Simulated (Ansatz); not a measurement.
Crystal: GaN.

```
Ga N
1.0
     0.00000    2.13524    2.13524
     2.13524    0.00000    2.13524
     2.13524    2.13524    0.00000
Ga N
1 1
Direct
  0.00000 0.00000 0.00000
  0.50000 0.50000 0.50000
```

Measurements of this composition are mostly on another form, of space group No. 186.

| Property | Result |
| --- | --- |
| Program | Ansatz 0.2.0 |
| Task | relaxation of cell and atoms |
| Functional | PBE0 |
| Potentials or basis | Ansatz PAW |
| Cutoff | 420 eV (not typed: the program's choice for these potentials) |
| k mesh | 6 × 6 × 6 |
| Occupations | fermi-dirac, width 0.05 eV |
| Spin | no spin polarisation |

At the start: volume 9.74 Å³/atom.

**Question.** Where does the relaxation end?

**Answer.** It ends after 7 steps and the volume is 9.31 Å³/atom (-4.4 %); space group Fm-3m (No. 225, to 0.05 Å).

The path:
```tsv
step	energy change (eV)	largest force (eV/Å)	volume (Å³)
1	0.0000	0.0000	19.47
2	-0.0275	0.0000	18.87
3	-0.0309	0.0000	18.61
4	-0.0308	0.0000	18.63
5	-0.0283	0.0000	18.63
6	-0.0283	0.0000	18.62
7	-0.0282	0.0000	18.62
```

Final structure:
```
CELL_PARAMETERS angstrom
0.00000 2.10376 2.10376
2.10376 0.00000 2.10376
2.10376 2.10376 0.00000
ATOMIC_POSITIONS crystal
Ga 0.00000 0.00000 0.00000
N 0.50000 0.50000 0.50000
```

Caveat: the k mesh is coarse (spacing up to 0.42 Å⁻¹), so the values aren't converged, least of all with exact exchange; the plane-wave basis is chosen anew once the cell has moved, so the energies of steps on either side of that aren't comparable; the pressure holds a Pulay correction of +0.6 GPa for the finite cutoff; the PAW data sets come from PBE, with cores solved anew for the run's functional, which leaves a small shift of forces and pressure.
